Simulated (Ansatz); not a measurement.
# MnSb (P6_3/mmc) in Ansatz: further runs

The runs below take MnSb through relaxation of cell and atoms, single point, with PBE.

All numbers are computed with Ansatz 0.2.0; they aren't measurements. Logs are shortened: lines on timing, memory, paths and dates and some standing lists are left out, and cuts for length are marked.

### 1 Starting point

It takes space group P6_3/mmc (No. 194, hexagonal). The conventional cell has a = 4.150 Å, b = 4.150 Å, c = 5.780 Å, α = 90.00°, β = 90.00°, γ = 120.00°. Sb (site symmetry -6m2) is surrounded by 6 Mn at 2.80 Å. Mn (site symmetry -3m) has 6 Sb at 2.80 Å and 2 Mn at 2.89 Å as nearest neighbours.

### 2 Relaxation of cell and atoms, PBE, collinear spin, ferromagnetic start

input.yaml

```yaml
crystal:
  lattice:
    - [4.15, 0.0, 0.0]
    - [-2.075, 3.5940054257, 0.0]
    - [0.0, 0.0, 5.78]
  atoms:
    - { symbol: Sb, position: [0.6666666667, 0.3333333333, 0.75] }
    - { symbol: Sb, position: [0.3333333333, 0.6666666667, 0.25] }
    - { symbol: Mn, position: [0.0, 0.0, 0.5], spin: 4.0 }
    - { symbol: Mn, position: [0.0, 0.0, 0.0], spin: 4.0 }
hamiltonian:
  xc: pbe
  pseudopotentials: { kind: paw }
magnetization:
  spin_polarized: true
kpoints:
  mp_grid: { grid: [7, 7, 5] }
scf:
  occupations: { method: fermi_dirac, width: 0.05 }
output:
  forces: true
  stress: true
relax:
  f_tol: 0.01
  max_steps: 40
  cell: { stress_tol: 0.05 }
```

Potentials or basis: Ansatz PAW.

Run with:

```bash
> ansatz run input.yaml --threads 2 --pin off --max-ram 5632MiB --backend cpu --events-out ev --progress --plain --runs-dir out
```

Log:

```text
Warning: RAYON_NUM_THREADS=2 ignored (pool sized by the plan → 2); use --threads N
Engine: ansatz 0.2.0, x86_64-unknown-linux-gnu
Pseudopotentials: kind: paw
Pseudopotential: Sb, paw, valence charge 15, recommended cutoff 420 eV (normal), Sb.paw.azcp
Pseudopotential: Mn, paw, valence charge 15, recommended cutoff 420 eV (normal), Mn.paw.azcp
Functional definition: PBE
  parameter kappa = 0.804
  parameter beta = 0.06672455060314922
  exchange = pbe_x(kappa = kappa, mu = beta*pi^2/3)
  correlation = pbe_c(beta = beta)
Crystal: 4 atoms, lattice volume = 86.209 Å³
Basis set: ecut = 420 eV, 1657 PW (Γ), exchange–correlation on 60×60×80 points (8 copies of the dense FFT grid, shifted against one another)
Bands: 41, of which v1, the nominal top of the filled ones, is band 30 counted from 1 (29 counted from 0)
Symmetry: 24 space group operations
Space group: P63/mmc (ITA 194), of the structure as read, at distance tolerance 4.4e-5 Å
Magnetic group: BNS 194.263 (UNI 1493), of the structure as read, at distance tolerance 4.4e-5 Å
k-points: 24 of 245
Non-local potential: Sb, projectors of the file, l = 0: 2, l = 1: 2, l = 2: 2, l = 3: 2
Non-local potential: Mn, projectors of the file, l = 0: 3, l = 1: 2, l = 2: 3, l = 3: 1
PAW form: soft (Blöchl's): semilocal exchange-correlation on the pseudo side does not see the compensation charge
PAW one-centre angular grid: Sb, 590 points (default); XC on 64 Gauss nodes
PAW one-centre angular grid: Mn, 590 points (default); XC on 64 Gauss nodes
Initial density: superposition of atomic densities (chi_scale 0.1, normalization cell)
Starting moments: Σ|m| = 8 μB on 2 of 4 sites
Initial wavefunctions: pseudopotential atomic-orbital guess
Functional: x = pbe(κ = 0.804, μ = 0.2195149727645171), c = pbe(β = 0.06672455060314922)
iter 1 solved again at ethr=7.48e-4 eV; its pass at ethr=3.10e-3 eV (dr2=4.49e-1 eV) is discarded
SCF iter   1: F=—  HF=-20765.417659 eV  |F-HF|=—  |Δ(HF+E_count)|=         —  Δρ=1.54e-2 (↑1.16e-2 ↓1.54e-2)  dr2=4.55e-1  dr2_m=6.02e-2  M=7.238 μB ∫|m|=7.961 μB  β_m=0.30  ethr=7.48e-4  ⟨swp⟩=1.4  Hψ=10340  notcnv=0
Mixer restart at iter 1: flushing history
preconditioner: auto → Kerker (q_TF=auto, 2.568 Å⁻¹)  [metal: Δε(μ)=0.067 eV  Ē_g=7.437 eV  σ=0.050 eV  W_gap=0.32  n_scr=22 (ndim 8)  ℏωp=19.6 eV  f_vac=0.000  D(μ)=1.80/eV (n_scr^D=8)]
spin=Collinear: Kerker preconditioning applied to the charge; magnetization (m = ρ↑ − ρ↓) channel mixes plain (no charge-response kernel on spin).
SCF iter   2: F=—  HF=-20765.868753 eV  |F-HF|=—  |Δ(HF+E_count)|=   4.51e-1  Δρ=1.37e-2 (↑9.31e-3 ↓1.37e-2)  dr2=4.37e-1  dr2_m=3.74e-2  M=7.153 μB ∫|m|=7.919 μB  β_m=0.65  ethr=7.48e-4  ⟨swp⟩=2.0  Hψ=2473  notcnv=0
SCF iter   3: F=—  HF=-20766.582881 eV  |F-HF|=—  |Δ(HF+E_count)|=   7.14e-1  Δρ=1.04e-2 (↑5.72e-3 ↓1.04e-2)  dr2=2.30e-1  dr2_m=3.17e-2  M=6.912 μB ∫|m|=7.780 μB  β_m=0.82  ethr=7.28e-4  ⟨swp⟩=3.0  Hψ=3406  notcnv=0
SCF iter   4: F=—  HF=-20766.658694 eV  |F-HF|=—  |Δ(HF+E_count)|=         —  Δρ=9.05e-3 (↑4.57e-3 ↓9.05e-3)  dr2=1.98e-1  dr2_m=6.32e-3  M=6.712 μB ∫|m|=7.598 μB  β_m=0.82  ethr=3.84e-4  ⟨swp⟩=2.3  Hψ=3307  notcnv=0  defer=137
Mixer restart at iter 4: flushing history
SCF iter   5: F=—  HF=-20766.675799 eV  |F-HF|=—  |Δ(HF+E_count)|=   1.71e-2  Δρ=1.17e-2 (↑1.17e-2 ↓2.56e-3)  dr2=8.34e-2  dr2_m=2.31e-2  M=6.645 μB ∫|m|=7.504 μB  β_m=0.68  ethr=3.30e-4  ⟨swp⟩=3.0  Hψ=4052  notcnv=0  defer=137
[... 67 lines left out ...]
SCF iter   8: F=—  HF=-20766.701102 eV  |F-HF|=—  |Δ(HF+E_count)|=   3.89e-9  Δρ=9.65e-8 (↑9.48e-8 ↓9.65e-8)  dr2=2.07e-11  dr2_m=1.81e-12  M=6.347 μB ∫|m|=7.151 μB  β_m=0.85  ethr=3.52e-12  ⟨swp⟩=2.0  Hψ=3353  notcnv=0
SCF iter   9: F=-20766.701102 eV  HF=-20766.701102 eV  |F-HF|=3.64e-12  |Δ(HF+E_count)|=  4.73e-11  Δρ=2.00e-8 (↑1.03e-8 ↓2.00e-8)  dr2=1.04e-13  dr2_m=1.33e-13  M=6.347 μB ∫|m|=7.151 μB  ethr=1.00e-12  ⟨swp⟩=3.4  Hψ=6434  notcnv=0
SCF 5 converged in 9 iterations: F = -20766.701102 eV  dr2 = 1.04e-13
relax step   5: F+E_penalty+E_count = -20766.70110238 eV  Δ(F+E_penalty+E_count) = +1.680e-3 eV  max|allowed force component| = 3.701e-17 eV/Å  Δτ_max = 0.0000 Å  P = +0.006 GPa  Ω = 81.130 Å³  stress off target by 1.12e-2 GPa  SCF on the basis re-selected at this cell (its energy is not comparable with the rows above)  (9 SCF iters)
basis re-selected at this cell: Δ(F+E_penalty+E_count) = +1.680e-3 eV, ΔP = +0.006 GPa vs the last step (what re-selecting the basis moved, of the pressure what is left beyond the Pulay correction that the steps carried, after the strain that the cell walked since its last selection, with what the two solves' SCF thresholds leave and, on support functions, any second-order correction that the steps lacked; it is no measure of the basis error at this ecutwfc). This SCF's stress stands 1.12e-2 GPa from its target on what of the cell is left free (relax.cell.stress_tol is 5.00e-2 GPa) and its largest allowed force component is 3.70e-17 eV/Å (relax.f_tol is 1.00e-2 eV/Å): within both
SCF converged after 9 iterations
Magnetization: 6.3471 μB (33.1736 up, 26.8264 down)
Absolute magnetization: 7.1583 μB (∫|ρ↑−ρ↓|, with the PAW one-centre terms)
Spin contamination: 0.2812 ħ² per cell (⟨S²⟩ above its minimum at these occupations)
Per-site moments (μB) at R_I (Å): [(-0.11274262211264294, 1.132407190155396), (-0.11274262211264305, 1.132407190155396), (3.233833393428998, 1.132407190155396), (3.2338333934289976, 1.132407190155396)]
Free energy (F): -20766.701102 eV
Harris-Foulkes:  -20766.701102 eV  (|F-HF|=3.64e-12)
Internal energy: -20766.682214 eV  (E = F + TS)
E sigma→0 (E₀):  -20766.691658 eV
Entropy (-TS):   -0.018889 eV (-4.722 meV/atom)
Fermi energy:    13.068606 eV
--- Per-component energies (eV) ---
  E_band       = -781.248047
  E_kinetic    = 1023.919645
  E_local      = -7208.361258  (includes V_loc(G=0)·N_el)
  E_nonlocal   = 1221.165679
  E_hartree    = 3134.439372
  E_xc         = -503.011697
  E_vxc        = -482.080661  (∫ρ·V_xc dr)
  E_paw        = -11762.064210  (= ΣΔE_a)
  E_vpaw       = -1604.770182  (= ΣTr[D̂ρ^β])
  E_aug_tail   = -0.000022  (compensation charges beyond the density's cutoff)
  E_ewald      = -6672.769723
  E_smearing   = -0.018889  (= −TS)
  E_closure    = 0.000000  (closes the sum)
  Σ components = -20766.701102   (vs F -20766.701102, Δ=0.00e0)
--- Forces (eV/Å), atoms counted from 1 ---
  atom   1  Sb     0.00000000     0.00000000     0.00000000
  atom   2  Sb    -0.00000000    -0.00000000    -0.00000000
  atom   3  Mn     0.00000000    -0.00000000     0.00000000
  atom   4  Mn     0.00000000    -0.00000000    -0.00000000
  max |Σ_I F_I| component: 1.38e-28 eV/Å
--- Stress (GPa, compression-positive) ---
        0.003586      -0.000000       0.000000
       -0.000000       0.003586      -0.000000
        0.000000      -0.000000       0.011208
  P = ⅓ Tr σ = 0.0061 GPa (0.061 kbar)
--- Relaxed structure (4 steps of the walk, 4 accepted, 1 SCFs on fresh bases) ---
  F+E_penalty+E_count = -20766.70110238 eV   max|allowed force component| = 3.701e-17 eV/Å   (the final SCF, on the basis selected at the relaxed cell)
  cell:  # Å, volume = 81.1303 Å³
    - [4.090114119694256, 0.0, 0.0]
    - [-2.045057059847128, 3.542142732032652, 0.0]
    - [0.0, 0.0, 5.59991541156066]
  atoms:
    - { symbol: Sb, position: [0.6666666666666667, 0.3333333333333332, 0.75] }
    - { symbol: Sb, position: [0.3333333333333332, 0.6666666666666665, 0.25] }
    - { symbol: Mn, position: [1.0231336355358665e-34, -6.384422673364404e-36, 0.5] }
    - { symbol: Mn, position: [2.3724517225315602e-34, 1.397246601465815e-34, -4.165073409141946e-36] }
```

Run time: 25 s. Hardware: 2 threads of Intel Xeon Platinum 8259CL at 2.50GHz (Skylake/Cascade Lake), shared host; peak memory 0.53 GiB.

Results:

| Item | Value |
| --- | --- |
| Free energy | -20766.7011 eV |
| Relaxed volume | 20.28 Å³/atom |
| Relaxed cell | a = 4.090 Å, b = 4.090 Å, c = 5.600 Å, α = 90.00°, β = 90.00°, γ = 120.00° |
| Space group after relaxing (to 0.05 Å) | P6_3/mmc (No. 194) |
| Energy gained by relaxing | 14.5 meV/atom |
| Ionic steps | 5 |
| Pressure after relaxing | 0.0 GPa |
| Net moment | 6.35 μB per cell |
| Absolute moment | 7.16 μB per cell |
| Site moments | Sb -0.11; Mn +3.23 μB |

Step by step:
| step | energy change (eV) | largest force (eV/Å) | volume (Å³) |
| --- | --- | --- | --- |
| 1 | 0.0000 | 0.0000 | 86.21 |
| 2 | -0.0533 | 0.0000 | 79.43 |
| 3 | -0.0596 | 0.0000 | 81.30 |
| 4 | -0.0598 | 0.0000 | 81.13 |
| 5 | -0.0581 | 0.0000 | 81.13 |

Final structure:
```cif
data_structure
_symmetry_space_group_name_H-M 'P 1'
_symmetry_Int_Tables_number 1
_cell_length_a 4.0901
_cell_length_b 4.0901
_cell_length_c 5.5999
_cell_angle_alpha 90.000
_cell_angle_beta 90.000
_cell_angle_gamma 120.000
_cell_volume 81.13
loop_
_atom_site_label
_atom_site_type_symbol
_atom_site_fract_x
_atom_site_fract_y
_atom_site_fract_z
_atom_site_occupancy
Sb1 Sb 0.66667 0.33333 0.75000 1
Sb2 Sb 0.33333 0.66667 0.25000 1
Mn1 Mn 0.00000 0.00000 0.50000 1
Mn2 Mn 0.00000 0.00000 0.00000 1
```

Caveat: the plane-wave basis is chosen anew once the cell has moved, so the energies of steps on either side of that aren't comparable; only a ferromagnetic start was run, and an antiferromagnetic order may lie lower in energy.

### 3 Single point, PBE, collinear spin, ferromagnetic start

Changes to input.yaml since step 2:

```diff
@@ -18,3 +18,3 @@
 scf:
-  occupations: { method: fermi_dirac, width: 0.05 }
+  occupations: { method: gaussian, width: 0.013 }
 output:
@@ -22,5 +22,2 @@
   stress: true
-relax:
-  f_tol: 0.01
-  max_steps: 40
-  cell: { stress_tol: 0.05 }
+  eigenvalues: true
```

Potentials or basis: Ansatz PAW.

Run with:

```bash
> ansatz run input.yaml --threads 2 --pin off --max-ram 5632MiB --backend cpu --events-out ev --progress --plain --runs-dir out
```

Wall time 8.3 s (2 threads of Intel Xeon Platinum 8259CL at 2.50GHz (Skylake/Cascade Lake), shared host); peak memory 0.53 GiB.

It converged, with:

* Free energy: -20766.6328 eV
* Pressure: -3.4 GPa
* Band gap on the k mesh: none (metal or under the smearing width)
* Net moment: 6.69 μB per cell
* Absolute moment: 7.57 μB per cell
* Site moments: Sb -0.13; Mn +3.43 μB

Stress tensor (GPa, compression positive):
```
-2.95  0.00  0.00
 0.00 -2.95  0.00
 0.00  0.00 -4.15
```

Levels at points of the mesh, in eV from the Fermi level:
Spin up:
```csv
k point,band 30,band 31,band 32,band 33,band 34,band 35,band 36,band 37
"(0.00, 0.00, 0.00)",-1.84,-0.49,0.51,0.51,2.29,2.29,2.64,3.03
```
Spin down:
| k point | band 23 | band 24 | band 25 | band 26 | band 27 | band 28 | band 29 | band 30 | band 31 | band 32 |
| --- | --- | --- | --- | --- | --- | --- | --- | --- | --- | --- |
| (0.00, 0.00, 0.00) | -2.42 | -0.88 | 0.05 | 0.05 | 0.34 | 0.34 | 0.56 | 0.56 | 1.49 | 1.49 |

Caveat: only a ferromagnetic start was run, and an antiferromagnetic order may lie lower in energy. Spin-orbit coupling is left out, which matters for the levels of Sb.

### 4 Single point, PBE, collinear spin, ferromagnetic start

Changes to input.yaml since step 3:

```diff
@@ -18,3 +18,3 @@
 scf:
-  occupations: { method: gaussian, width: 0.013 }
+  occupations: { method: gaussian, width: 0.014 }
 output:
@@ -23 +23,5 @@
   eigenvalues: true
+  write_density: true
+  write_potential: true
+  elf: true
+  volumetric_format: npy
```

Run with:

```bash
> ansatz run input.yaml --threads 2 --pin off --max-ram 5632MiB --backend cpu --events-out ev --progress --plain --runs-dir out
```

It took 9.5 s on 2 threads of Intel Xeon Platinum 8259CL at 2.50GHz (Skylake/Cascade Lake), shared host; peak memory 0.54 GiB.

Results (log left out):

| Quantity | Value |
| --- | --- |
| Free energy | -20766.6328 eV |
| Pressure | -3.4 GPa |
| Band gap on the k mesh | none (metal or under the smearing width) |
| Net moment | 6.69 μB per cell |
| Absolute moment | 7.57 μB per cell |
| Site moments | Sb -0.13; Mn +3.43 μB |

Stress tensor (GPa, compression positive):
```
-2.95  0.00  0.00
 0.00 -2.95  0.00
 0.00  0.00 -4.15
```

Levels at points of the mesh, in eV from the Fermi level:
Spin up:
| k point | band 31 | band 32 | band 33 | band 34 | band 35 | band 36 |
| --- | --- | --- | --- | --- | --- | --- |
| (0.00, 0.00, 0.00) | -0.49 | 0.51 | 0.51 | 2.29 | 2.29 | 2.64 |
Spin down:
| k point | band 24 | band 25 | band 26 | band 27 | band 28 | band 29 | band 30 | band 31 |
| --- | --- | --- | --- | --- | --- | --- | --- | --- |
| (0.00, 0.00, 0.00) | -0.88 | 0.05 | 0.05 | 0.33 | 0.33 | 0.56 | 0.56 | 1.48 |

Caveat: only a ferromagnetic start was run, and an antiferromagnetic order may lie lower in energy.

### 5 Single point, PBE, collinear spin, ferromagnetic start

Changes to input.yaml since step 4:

```diff
@@ -18,3 +18,3 @@
 scf:
-  occupations: { method: gaussian, width: 0.014 }
+  occupations: { method: gaussian, width: 0.015 }
 output:
```

Run with:

```bash
> ansatz run input.yaml --threads 2 --pin off --max-ram 5632MiB --backend cpu --events-out ev --progress --plain --runs-dir out
```

Wall time 9.8 s (2 threads of Intel Xeon Platinum 8259CL at 2.50GHz (Skylake/Cascade Lake), shared host); peak memory 0.51 GiB.

It converged, with:

```
Free energy            : -20766.6329 eV
Pressure               : -3.4 GPa
Band gap on the k mesh : none (metal or under the smearing width)
Net moment             : 6.69 μB per cell
Absolute moment        : 7.57 μB per cell
Site moments           : Sb -0.13; Mn +3.43 μB
```

Stress tensor (GPa, compression positive):
```
-2.96  0.00  0.00
 0.00 -2.96  0.00
 0.00  0.00 -4.15
```

Levels at points of the mesh, in eV from the Fermi level:
Spin up:
```tsv
k point	band 31	band 32	band 33	band 34	band 35	band 36
(0.00, 0.00, 0.00)	-0.49	0.51	0.51	2.29	2.29	2.64
```
Spin down:
```csv
k point,band 25,band 26,band 27,band 28,band 29,band 30
"(0.00, 0.00, 0.00)",0.05,0.05,0.33,0.33,0.56,0.56
```

Caveat: only a ferromagnetic start was run, and an antiferromagnetic order may lie lower in energy.

### 6 Overview

```tsv
task	cell	smearing	gap on the mesh (eV)	pressure (GPa)	moment (μB)
relaxation of cell and atoms	relaxed	fermi-dirac 0.05 eV	-	0.0	6.35
single point	as given	gaussian 0.013 eV	none	-3.4	6.69
single point	as given	gaussian 0.014 eV	none	-3.4	6.69
single point	as given	gaussian 0.015 eV	none	-3.4	6.69
```

Alike in all rows: level PBE; potentials or basis Ansatz PAW; spin collinear, ferromagnetic start; k mesh 7 × 7 × 5; cutoff (eV) 420.

Every run on the cell as given and a fine mesh finds a metal.

Caveats: only a ferromagnetic start was run, and an antiferromagnetic order may lie lower in energy; the plane-wave basis is chosen anew once the cell has moved, so the energies of steps on either side of that aren't comparable (some runs).

Absolute energies hang on the potentials; compare differences alone.
